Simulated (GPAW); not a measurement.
**BaTiO3 and the effect of the Hubbard U on Ti d**

Space group P4mm (No. 99). a = 4.000 Å, b = 4.000 Å, c = 4.018 Å, α = 90.00°, β = 90.00°, γ = 90.00°
| atom | site | symmetry | x | y | z |
| --- | --- | --- | --- | --- | --- |
| Ba | 1a | 4mm | 0.0000 | 0.0000 | 0.0000 |
| Ti | 1b | 4mm | 0.5000 | 0.5000 | 0.4900 |
| O | 2c | 2mm. | 0.0000 | 0.5000 | 0.5170 |
| O | 1b | 4mm | 0.5000 | 0.5000 | 0.0190 |

The cell comes from a database or a generator and needn't be the form met in nature.

Kept alike: task band structure; functional PBEsol; k mesh 5 × 5 × 5; occupations fermi-dirac, width 0.05 eV; no spin polarisation. Program: GPAW, PAW data sets generated for this functional, cutoff 800 eV. The mesh is that of the run's cell of 5 atoms. No spin-orbit coupling.

| Hubbard U on Ti d, U (eV) | band gap (eV) | pressure (GPa) |
| --- | --- | --- |
| 0 | 1.762 | -2.35 |
| 1 | 1.891 | -1.91 |
| 2 | 2.027 | -1.45 |
| 3 | 2.171 | -0.97 |
| 4 | 2.323 | -0.48 |
| 6 | 2.647 | 0.55 |
| 8 | 2.991 | 1.66 |

Pressure is positive in compression; the values hold the error of the finite cutoff, so their zero can differ a little from the energy's minimum. U acts here on a shell without spin polarisation. How U acts hangs on the program's projectors. Gaps are the smaller of the mesh's and the band path's.

What does the Hubbard U on Ti d change here?

The band gap rises from 1.762 to 2.991 eV between 0 and 8 eV. U pushes filled shell states down and empty ones up. The mean slope is +0.15 eV per eV of U. The pressure rises from -2.35 to 1.66 GPa between 0 and 8 eV. U localises the shell and weakens its bonds, so the cell pushes outwards.

Ti is formally d⁰ here, so the gap runs from O 2p states to empty Ti t2g states, and U opens it mainly by raising the conduction edge. The response is weak because covalent mixing with oxygen gives the d shell a partial occupation, which offsets much of the upward shift. The slope steepens steadily with U, which suggests that this mixing shrinks as the d levels move away from O 2p.

Even at 8 eV the gap stays below the measured one, probably because a correction on Ti d leaves the underestimated binding of the O 2p valence edge largely untouched. The pressure changes sign between 4 and 6 eV, so a larger U favours a larger cell, but this crossing is no basis for choosing U. The same d–p hybridisation drives the off-centring of Ti, so a large U may gain gap at the expense of the ferroelectric instability, which fixed-geometry gaps and pressures can't test.
